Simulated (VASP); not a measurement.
Set up this calculation in VASP 6.6.1, as the native input.

```
Task                   : relaxation of cell and atoms
Functional             : r2SCAN
Potentials or basis    : VASP PAW PBE potentials, release 64 (Ru_pv)
Cutoff                 : 600 eV
k mesh                 : 15 × 15 × 9
Occupations            : methfessel-paxton, width 0.1 eV
Spin                   : no spin polarisation
Further INCAR settings : ALGO = Normal; EDIFF = 1e-06; IBRION = 2; EDIFFG = -0.01; NSW = 90; ISIF = 3
```

The structure of Ru lies in POSCAR:

```
Ru
1.0
    2.7058000000      0.0000000000      0.0000000000
   -1.3529000000      2.3432915376      0.0000000000
    0.0000000000      0.0000000000      4.2819000000
Ru
2
Direct
    0.3333333333      0.6666666667      0.2500000000
    0.6666666667      0.3333333333      0.7500000000
```

These files were run (other wordings do the same):

INCAR

```
SYSTEM = Ru
  PREC = Accurate
  ENCUT = 600
  EDIFF = 1E-6
  ISMEAR = 1
  SIGMA = 0.1
  LREAL = .FALSE.
  LASPH = .TRUE.
  NELM = 80
  ALGO = Normal
  ISIF = 3
  LWAVE = .FALSE.
  LCHARG = .FALSE.
  METAGGA = R2SCAN
  LMIXTAU = .TRUE.
  IBRION = 2
  NSW = 90
  EDIFFG = -0.01
```

KPOINTS

```
regular mesh
0
G
  15 15 9
  0 0 0
```

Potentials or basis: VASP PAW PBE potentials, release 64 (Ru_pv).

Run with:

```sh
$ cat potpaw_PBE.64/Ru_pv/POTCAR > POTCAR
$ mpirun -np 1 vasp_std > vasp.out
```

It gave:

```json
{
 "Relaxed volume": "13.55 Å³/atom",
 "Relaxed cell": "a = 2.704 Å, b = 2.704 Å, c = 4.278 Å, α = 90.00°, β = 90.00°, γ = 120.00°",
 "Space group after relaxing (to 0.05 Å)": "P6_3/mmc (No. 194)",
 "Energy gained by relaxing": "0.1 meV/atom",
 "Ionic steps": "3",
 "Pressure after relaxing": "0.0 GPa",
 "Band gap on the k mesh": "none (metal or under the smearing width)"
}
```

Caveat: the PAW data sets were made with another functional, which shifts forces and pressure a little.

Run time: 4.6 min on 1 thread of Intel(R) Xeon(R) 6975P-C (Granite Rapids), with other jobs on the host, peak memory 0.22 GiB.
